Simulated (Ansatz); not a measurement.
Two isomers of C4H8: A = `C=CCC`, B = `C1CCC1`.

Computed with Ansatz on PBE0-D4/def2-TZVP structures; ΔE is electronic, products minus reactants. CCSD(T)/CBS adds triple-zeta CCSD(T) − MP2 to the extrapolated MP2 energy (def2 sets, frozen cores). DFT in def2-TZVPP. B3LYP here is the variant with VWN-RPA as its local correlation; programs differ in this. One conformer a species, not always the lowest.

Question: Which isomer does CCSD(T)/CBS put lower? Give the gap. (Estimate.)

Answer: Computed: A, by 5.5 kcal/mol.

Question: Give E(B) − E(A) in kcal/mol with CCSD(T)/def2-TZVPP, ωB97M-V, B2PLYP, PBE0-D4, B3LYP, BLYP-D4, MP2/def2-TZVPP. (Best estimate.)

Answer: Computed: CCSD(T)/def2-TZVPP 5.0, ωB97M-V 4.0, B2PLYP 6.9, PBE0-D4 2.0, B3LYP 8.3, BLYP-D4 9.7, MP2/def2-TZVPP 3.3. None reverses the order clearly.

Question: Does the order hold for the free energy at 298.15 K (harmonic terms from PBE0-D4)? (Best estimate.)

Answer: The calculation gave: Yes: G(B) − G(A) = +8.8 kcal/mol, for one conformer each.

Largest T1 diagnostic: 0.010.

From r2SCAN to r2SCAN0 (25 % exact exchange), in def2-TZVPP and without D4, E(B) − E(A) moves by −1.7 kcal/mol. Leaving LDA and LC-ωPBE aside and taking each functional with its dispersion term where it has one, the values, not all of them listed here, spread over 8.5 kcal/mol, from PBE-QIDH to BLYP-D4. LDA lies −4.3 kcal/mol from PBE without D4.
